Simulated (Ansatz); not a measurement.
Computed with DFT PBE, scalar-relativistic, plane waves, PAW (Ansatz 0.2.0). All cells share a 420 eV cutoff and Γ-centred k meshes spaced at most about 0.3 Å⁻¹ (about 0.25 or finer for metals, 2π included). No spin polarisation.

Each guess is relaxed in cell and atoms at zero pressure, on a coarse mesh first where it starts far from rest and then on a converged one. The steps can't lower the symmetry of the start, but it can rise. Energies are static (0 K, no zero-point motion).

Two unrelaxed guesses for InH:

Guess 1.

```cif
data_structure
_symmetry_space_group_name_H-M 'Fm-3m'
_symmetry_Int_Tables_number 225
_cell_length_a 5.0703
_cell_length_b 5.0703
_cell_length_c 5.0703
_cell_angle_alpha 90.000
_cell_angle_beta 90.000
_cell_angle_gamma 90.000
_cell_volume 130.35
loop_
_atom_site_label
_atom_site_type_symbol
_atom_site_symmetry_multiplicity
_atom_site_Wyckoff_symbol
_atom_site_fract_x
_atom_site_fract_y
_atom_site_fract_z
_atom_site_occupancy
In1 In 4 b 0.50000 0.00000 0.00000 1
H1 H 4 a 0.00000 0.00000 0.00000 1
```

Guess 2.

```cif
data_structure
_symmetry_space_group_name_H-M 'Fm-3m'
_symmetry_Int_Tables_number 225
_cell_length_a 5.4122
_cell_length_b 5.4122
_cell_length_c 5.4122
_cell_angle_alpha 90.000
_cell_angle_beta 90.000
_cell_angle_gamma 90.000
_cell_volume 158.54
loop_
_atom_site_label
_atom_site_type_symbol
_atom_site_symmetry_multiplicity
_atom_site_Wyckoff_symbol
_atom_site_fract_x
_atom_site_fract_y
_atom_site_fract_z
_atom_site_occupancy
In1 In 4 a 0.00000 0.00000 0.00000 1
H1 H 4 b 0.50000 0.00000 0.00000 1
```

Task: Which guess leads to the lower structure, and by how much?

Result: Both fall into one structure. Guess 1: Fm-3m at 16.3 Å³/atom → Fm-3m (rock salt type) at 15.9 Å³/atom; Guess 2: Fm-3m at 19.8 Å³/atom → Fm-3m (rock salt type) at 15.9 Å³/atom. Conventional cell: a = 5.028 Å. In is surrounded by 6 H at 2.51 Å; H is surrounded by 6 In at 2.51 Å.

```
In H
1.0
     0.00000    2.51420    2.51420
     2.51420    0.00000    2.51420
     2.51420    2.51420    0.00000
In H
1 1
Direct
  0.00000 0.00000 0.00000
  0.50000 0.50000 0.50000
```

Ends held by symmetry can be saddle points. This end isn't the lowest form computed: that has space group P6/mmm (No. 191) and lies 205 meV/atom below it. Even the lowest of the cells shown lies +0.49 eV/atom against the elements. Some structure types and database cells were kept out of the candidates from the start, so a known form may be missing.
